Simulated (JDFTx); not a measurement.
Mg:

```xyz
1
Lattice="-1.8360 1.8360 1.6794 1.8360 -1.8360 1.6794 1.8360 1.8360 -1.6794" Properties=species:S:1:pos:R:3 pbc="T T T"
Mg    0.0000    0.0000    0.0000
```

This isn't the form of Mg at room conditions, which is hcp.

| Quantity | Value |
| --- | --- |
| Program | JDFTx 1.7.0 (patched build) |
| Task | single point |
| Functional | PBE |
| Potentials or basis | PseudoDojo-SR-PBE-0.5-standard |
| Cutoff | 1143 eV |
| Density cutoff | 4572 eV |
| k mesh | 11 × 11 × 11 |
| Occupations | fermi-dirac, width 0.05 eV |
| Spin | no spin polarisation |

On this cell: pressure 0.6 GPa; band gap on the k mesh none (metal or under the smearing width).

The same run follows on a disturbed copy (cell strained at random at fixed volume):

```
CELL_PARAMETERS angstrom
-1.78838 1.82401 1.69227
1.82438 -1.82503 1.73276
1.79404 1.83070 -1.69339
ATOMIC_POSITIONS crystal
Mg 0.00166 0.01882 0.01069
```

What changes?

The energy (extrapolated to zero smearing) moves by -0.1 meV/atom; pressure 0.5 GPa; band gap on the k mesh none (metal or under the smearing width).

Stress tensor (GPa, compression positive):
```
 0.49 -0.06 -0.74
-0.06  0.10  0.02
-0.74  0.02  0.88
```
